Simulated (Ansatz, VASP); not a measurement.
## TiCo: VASP beside Ansatz

```xyz
2
Lattice="3.0005 0.0000 0.0000 0.0000 3.0005 0.0000 0.0000 0.0000 3.0005" Properties=species:S:1:pos:R:3 pbc="T T T"
Ti    1.5002    1.5002    1.5002
Co    0.0000    0.0000    0.0000
```

Alike in both runs: task relaxation of cell and atoms; functional PBEsol; k mesh 6 × 6 × 6; occupations gaussian, width 0.1 eV; collinear spin.

```csv
,VASP,Ansatz
version,VASP 6.6.1,Ansatz 0.2.0
potentials or method,"VASP PAW PBE potentials, release 64 (Ti_sv, Co)","scalar-relativistic, plane waves, PAW"
plane-wave cutoff (eV),600,420
valence electrons in the cell,21,29
```

|  | VASP | Ansatz | Ansatz less VASP |
| --- | --- | --- | --- |
| gap on the k mesh at the Fermi level, each at its own relaxed structure (eV) | none | none | - |
| net moment per atom (μB) | 0.00 | 0.09 | +0.091 |
| size of the moment on the site where the two differ most (μB) | 0.00 | 0.25 | +0.246 |
| relaxed volume (Å³/atom) | 12.63 | 12.64 | +0.012 |
| relaxed cell length with the largest relative difference (Å) | 2.934 | 2.935 | +0.0010 |
| energy change over the relaxation (meV/atom) | -34 | -32 | +1.6 |

Site moments also hang on the region over which each program counts them. A gap of «none» marks a metal or a gap that the smearing closes. The two sets of potentials don't hold the same shells in valence.

Caveats: the PAW data sets were made with another functional, which shifts forces and pressure a little (VASP).
